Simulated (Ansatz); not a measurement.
Clean, relaxed (110) surface of Ti, space group Fm-3m (No. 225) (top face towards +c; atoms held fixed, by place in the list: 1, 2, 3):

```xyz
6
Lattice="2.8679 0.0000 0.0000 0.0000 4.0558 0.0000 0.0000 0.0000 24.1698" Properties=species:S:1:pos:R:3 pbc="T T T"
Ti    1.4340    2.0279    8.5000
Ti    0.0000    0.0000    9.9340
Ti    1.4340    2.0279   11.3679
Ti    0.0000    0.0000   12.8079
Ti    1.4340    2.0279   14.2241
Ti    0.0000    0.0000   15.5419
```

Theory: Ansatz 0.2.0, DFT PBEsol, scalar-relativistic, plane waves, PAW. Settings: cutoff 420 eV, Γ-centred mesh 10×7×1 on the computed 6-atom cell, Gaussian smearing of 0.10 eV; no spin polarisation. The cell repeats along c with a dipole correction in the vacuum.

The adsorption energy is E(slab + adsorbate) − E(slab) − E(free adsorbate, spin-polarised where open-shell). With the adsorbate the cell is lengthened along c to keep the vacuum.

(1) H (atom) is put at the bridge (Ti-Ti) at (0.00, 0.50) site, one adsorbate per 11.6 Å². What structure does it relax to?

Each end is the local minimum or symmetric point that its start leads to. This isn't the usual crystal structure of Ti. The slab is only 7.2 Å thick, so the energies aren't converged with thickness.

The adsorbed runs have no spin polarisation, so weakly bound open-shell ends lie too high.

Results:

(1) E_ads = -3.35 eV. Contacts: H–Ti 1.93 Å, H–Ti 2.03 Å.

```xyz
7
Lattice="2.8679 0.0000 0.0000 0.0000 4.0558 0.0000 0.0000 0.0000 26.1698" Properties=species:S:1:pos:R:3 pbc="T T T"
Ti    1.4340    2.0279    8.5000
Ti    0.0000    0.0000    9.9340
Ti    1.4340    2.0279   11.3679
Ti    0.0000    0.0000   12.7818
Ti    1.4340    2.0279   14.2909
Ti    0.0000    0.0000   15.5292
H     0.0000    2.0279   15.5893
```